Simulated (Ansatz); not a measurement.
The polar optical mode of SiC at 15 GPa, worked through

Theory: DFT PBE, scalar-relativistic, plane waves, PAW in Ansatz. Settings: 420 eV plane-wave cutoff, Γ-centred 12×12×12 mesh, fixed occupations. No spin polarisation. Phonons by linear response, acoustic sum rule imposed.

The cell, relaxed at 15 GPa:
```
Si C
1.0
     0.00000    2.14476    2.14476
     2.14476    0.00000    2.14476
     2.14476    2.14476    0.00000
Si C
1 1
Direct
  0.00000 0.00000 0.00000
  0.75000 0.75000 0.75000
```

Linear response gives ν_TO = 831.3 cm⁻¹, Born charges ±2.748 e (positive on Si) and ε∞ = 6.845. The primitive cell holds 19.732 Å³, and the masses are 28.085 and 12.011 amu.

Question: Find ν_LO and the static dielectric constant.

Answer: The long-wave field adds a restoring force: ω_LO² − ω_TO² = Z*²e²/(ε_vac ε∞ μV). In these units ν_LO² − ν_TO² = 4.92064×10⁷ Z*²/(μ V ε∞) cm⁻², with μ = m₁m₂/(m₁ + m₂) = 8.413 amu: 326916 cm⁻². So ν_LO = √(831.3² + 326916) = 1008.9 cm⁻¹, and the run gives 1008.9. Lyddane–Sachs–Teller then gives ε0 = ε∞ (ν_LO/ν_TO)² = 10.08, against 10.08 in the run (it forms both from the same three quantities, so the match checks the arithmetic only). Between ν_TO and ν_LO the dielectric function is negative and an undamped crystal reflects fully: a reststrahlen band from 9.9 to 12.0 μm.

Question: What do the Clausius–Mossotti polarisability and the Szigeti charge come to?

Answer: With the Lorentz local field, α = (3V/4π)(ε∞ − 1)/(ε∞ + 2) = 3.11 Å³ for the pair, and e_S = 3Z*/(ε∞ + 2) = 0.93 e. The Born charge includes the electrons' response to the dipole's own local field, and e_S takes that enhancement out. The Lorentz field assumes point-like polarisable ions, a poor picture once ε∞ is this large, since the electron clouds then overlap or are shared, so both numbers are formal here.

Question: How strongly does a slow electron couple to the LO mode?

Answer: For one isotropic parabolic band, Fröhlich's constant is α_F = (1/ε∞ − 1/ε0) √(m* Ry/ħω_LO), with Ry = 13.606 eV, ħω_LO = 125.1 meV and m* in free-electron masses: α_F = 0.0469 × 10.43 × √m* = 0.49 √m*. The band mass isn't part of this run; for m* = 0.1, 0.3 and 1 it gives 0.15, 0.27, 0.49. In weak coupling the polaron lies α_F ħω_LO below the band edge (34 meV at m* = 0.3) with a mass m*(1 + α_F/6); past α_F of about 5 or 6 that expansion fails. A semilocal functional's ε∞ tends to be too large, which taken alone lowers α_F.

Cost: 1 run of about 0.39 core-minutes, on Intel Xeon Platinum 8488C (Sapphire Rapids) (shared hosts).

The large LO–TO splitting marks SiC as a strongly polar semiconductor, although its bonding is largely covalent. Carbon is the more electronegative partner, so the bond charge sits towards it, and stretching the sp³ bonds moves further charge between the atoms. The Born charge of 2.748 e measures that dynamic response and shouldn't be read as a static ionic charge or an oxidation state. Stiff bonds and the light carbon atom place both modes high in frequency. The macroscopic field stiffens the longitudinal mode considerably, but adds less than the restoring force already present in the transverse one.

The same stiffness limits the lattice's share of the static screening, which remains smaller than the electronic share. Together with the high LO energy, this keeps the Fröhlich coupling weak to moderate for the band masses considered, favouring large, mobile polarons over carriers self-trapped by the polar mode. With only one pressure computed, the results don't show whether compression strengthens or weakens the bond's polarity.
